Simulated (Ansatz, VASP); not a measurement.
Two plane-wave programs on AlN

The input INCAR:

```
PREC = Accurate
ENCUT = 520
EDIFF = 1E-6
ISMEAR = 0
SIGMA = 0.05
LREAL = F
LASPH = T
NELM = 80
ALGO = Normal
ISIF = 2
LWAVE = F
LCHARG = F
GGA = PE
NBANDS = 16
```

KPOINTS

```
Automatic mesh
0
Gamma
  6 6 6
```

Contents of POSCAR:

```
AlN
1.0
    0.0000000000     -2.2015682416     -2.2015682416
   -2.2015682416      0.0000000000     -2.2015682416
    2.2015682416      2.2015682416     -4.4031364832
Al N
2 2
Direct
   -0.0157271028      0.0508147492     -0.0035370201
    0.5086530626      0.4421112106      0.4964629799
    0.3708903964      0.4305152505      0.8818133250
    0.8927362537      0.8331113996      0.3818133250
```

Input for Ansatz:

```yaml
crystal:
  lattice:
    - [0.0, -2.2015682416, -2.2015682416]
    - [-2.2015682416, 0.0, -2.2015682416]
    - [2.2015682416, 2.2015682416, -4.4031364832]
  atoms:
    - { symbol: Al, position: [-0.0157271028, 0.0508147492, -0.0035370201] }
    - { symbol: Al, position: [0.5086530626, 0.4421112106, 0.4964629799] }
    - { symbol: "N", position: [0.3708903964, 0.4305152505, 0.881813325] }
    - { symbol: "N", position: [0.8927362537, 0.8331113996, 0.381813325] }
basis:
  ecutwfc: 520.0
kpoints:
  mp_grid: { grid: [6, 6, 6] }
hamiltonian:
  xc: pbe
scf:
  occupations: { method: gaussian, width: 0.05 }
output:
  forces: true
  stress: true
  eigenvalues: true
```

Change from the starting cell: mode 4 frozen in at -0.154 Å and mode 10 at -0.060 Å (largest displacements).

Alike in both runs: task single point; functional PBE; k mesh 6 × 6 × 6; occupations gaussian, width 0.05 eV; no spin polarisation.

```csv
,VASP,Ansatz
version,VASP 6.6.1,Ansatz 0.2.0
potentials or method,"VASP PAW PBE potentials, release 64 (Al, N)","scalar-relativistic, plane waves, PAW"
plane-wave cutoff (eV),520,520
valence electrons in the cell,16,16
```

|  | VASP | Ansatz | Ansatz less VASP |
| --- | --- | --- | --- |
| gap on the k mesh at the Fermi level (eV) | 2.99 | 3.00 | +0.008 |
| least direct gap on the mesh (eV) | 3.50 | 3.51 | +0.006 |
| pressure (GPa) | 0.3 | 0.5 | +0.25 |
| largest component of the traceless stress (GPa) | 5.11 | 5.09 | -0.024 |
| rms of the force components (eV/Å) | 0.829 | 0.827 | -0.0020 |

Atom by atom the forces differ by 0.002 eV/Å (rms over components).

Caveats: forces of over 1 eV/Å show positions far from the minimum, so gaps and moduli don't describe the material at rest. A k mesh can miss the band edges.
